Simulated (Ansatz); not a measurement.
LiCl: vibrational free energy, entropy and heat capacity

These are results of DFT PBE, scalar-relativistic, plane waves, PAW in Ansatz, not measurements. Cutoff 420 eV, 6×6×6 k-points (Γ-centred), fixed occupations. No spin polarisation. Phonons by linear response, acoustic sum rule imposed.

Relaxed structure:
```xyz
6
Lattice="5.4016 3.1186 1.2365 -5.4016 3.1186 1.2365 0.0000 -6.2372 1.2365" Properties=species:S:1:pos:R:3 pbc="T T T"
Li    3.3098   -1.9109    2.2067
Li   -3.3098   -1.9109    2.2067
Li    0.0000    3.8219    2.2067
Cl    0.0000   -3.9687    1.5027
Cl    3.4370    1.9844    1.5027
Cl   -3.4370    1.9844    1.5027
```

The structure comes from a generated guess, relaxed at this level; another structure or a mixture of phases may lie lower. The q mesh is coarse, so values between its points are rough.

Force constants from linear response on a 2×2×2 q mesh, interpolated to a fine mesh.

Phonon density of states, in bins of 10 cm⁻¹:
(bin centre (cm⁻¹), share of modes (%)): (5, 0.0), (15, 0.1), (25, 0.3), (35, 0.7), (45, 1.2), (55, 1.8), (65, 2.9), (75, 4.2), (85, 4.9), (95, 3.2), (105, 4.2), (115, 4.7), (125, 3.5), (135, 3.2), (145, 2.6), (155, 4.3), (165, 3.6), (175, 4.6), (185, 0.0), (195, 0.0), (205, 0.0), (215, 0.0), (225, 0.0), (235, 0.0), (245, 0.0), (255, 5.7), (265, 5.7), (275, 3.3), (285, 5.0), (295, 5.8), (305, 7.0), (315, 0.9), (325, 0.0), (335, 0.1), (345, 2.6), (355, 2.5), (365, 2.8), (375, 3.1), (385, 3.1), (395, 1.3), (405, 0.9), (415, 0.2)

Problem. What is the zero-point energy per atom?

Solution. 39.6 meV.

Problem. How large are the vibrational entropy and heat capacity at 300 K?

Solution. S = 3.58 k_B and C_V = 2.71 k_B per atom, 90 % of the Dulong–Petit value.

Problem. Tabulate them against temperature.

Solution.
```
T (K)  F_vib (meV/atom)  S (k_B/atom)  C_V (k_B/atom)
  100              35.8          1.14            1.56
  200              19.7          2.54            2.41
  300              -6.9          3.58            2.71
  400             -41.3          4.38            2.83
  500             -81.9          5.02            2.89
  600            -127.4          5.55            2.92
  700            -177.2          6.00            2.94
  800            -230.6          6.39            2.95
  900            -287.3          6.74            2.96
 1000            -346.7          7.05            2.97
```
